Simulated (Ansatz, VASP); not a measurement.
## Si (a cell with a defect) in VASP and in Ansatz

```xyz
17
Lattice="0.0000 5.4300 5.4300 5.4300 0.0000 5.4300 5.4300 5.4300 0.0000" Properties=species:S:1:pos:R:3 pbc="T T T"
Si   -0.0019   -0.0042   -0.0314
Si    1.3765    1.3735    1.3401
Si    2.7131    2.7055    0.0046
Si    4.0483    4.0435    1.3349
Si    2.7479   -0.0048    2.7188
Si    4.0676    1.3585    4.0791
Si    5.4310    2.6760    2.7164
Si    6.8122    4.0427    4.0993
Si   -0.0009    2.7460    2.7171
Si    1.3608    4.0666    4.0770
Si    2.6825    5.4270    2.7148
Si    4.0503    6.8068    4.0966
Si    2.7155    2.7147    5.4301
Si    4.0688    4.0658    6.7853
Si    5.4320    5.4265    5.4650
Si    6.7942    6.7897    6.7828
Si    5.4282    5.4198    2.7199
```

Alike in both runs: functional PBEsol; k mesh 2 × 2 × 2; occupations fermi-dirac, width 0.02 eV; no spin polarisation.

Ansatz relaxed the structure, and its values are those at the end. VASP's run is a single point on that final structure, the one shown.

|  | VASP | Ansatz |
| --- | --- | --- |
| version | VASP 6.6.1 | Ansatz 0.2.0 |
| potentials or method | VASP PAW PBE potentials, release 64 (Si) | scalar-relativistic, plane waves, PAW |
| plane-wave cutoff (eV) | 520 | 420 |
| valence electrons in the cell | 68 | 68 |

|  | VASP | Ansatz | Ansatz less VASP |
| --- | --- | --- | --- |
| rms of the force components (eV/Å) | 0.013 | 0.012 | -0.0002 |

The functional is the same, so the differences come from potentials, cutoffs and numerics.

Caveats: the k mesh is coarse (spacing up to 0.50 Å⁻¹), so the values aren't converged; the PAW data sets were made with another functional, which shifts forces and pressure a little (VASP).
